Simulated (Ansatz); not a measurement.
CuCl2:

```
Cu Cl
1.0
     4.52065    0.00000    0.00000
     0.00000    4.52065    0.00000
     0.00000    0.00000    4.31771
Cu Cl
1 2
Direct
  0.00000 0.00000 0.00000
  0.00000 0.50000 0.00000
  0.50000 0.00000 0.00000
```

Measurements of this composition are mostly on another form, of space group No. 12.

| Property | Result |
| --- | --- |
| Program | Ansatz 0.2.0 |
| Task | relaxation of cell and atoms |
| Functional | PBEsol |
| Potentials or basis | Ansatz PAW |
| Cutoff | 420 eV (not typed: the program's choice for these potentials) |
| k mesh | 6 × 6 × 6 |
| Occupations | fermi-dirac, width 0.05 eV |
| Spin | no spin polarisation |
| Hubbard terms | Cu d U = 1 eV |

At the start: volume 29.41 Å³/atom.

How do energy, volume and symmetry change on relaxing?

It ends after 10 steps and the volume is 30.19 Å³/atom (+2.7 %); space group P4/mmm (No. 123, to 0.05 Å).

Step by step:
```
step  energy change (eV)  largest force (eV/Å)  volume (Å³)
   1              0.0000                0.0000        88.24
   2             -0.0146                0.0000        87.07
   3             -0.0196                0.0000        85.92
   4             -0.0196                0.0000        86.12
   5             -0.0196                0.0000        86.28
   6             -0.0197                0.0000        87.88
   7             -0.0198                0.0000        89.67
   8             -0.0197                0.0000        91.01
   9             -0.0198                0.0000        90.58
  10             -0.0201                0.0000        90.58
```

Final structure:
```
Cu Cl
1.0
     4.45587    0.00000    0.00000
     0.00000    4.45587    0.00000
     0.00000    0.00000    4.56236
Cu Cl
1 2
Direct
  0.00000 0.00000 0.00000
  0.00000 0.50000 0.00000
  0.50000 0.00000 0.00000
```

Caveat: the plane-wave basis is chosen anew once the cell has moved, so the energies of steps on either side of that aren't comparable; this functional lacks dispersion, which binds the layers, so the pressure and a relaxed spacing across them are unreliable; an odd number of electrons without spin polarisation forces a metal; a magnetic or distorted state may lie lower; the run has no spin polarisation, though such a crystal can be magnetic; U without spin polarisation on a metal has little footing; the PAW data sets come from PBE, with cores solved anew for the run's functional, which leaves a small shift of forces and pressure.
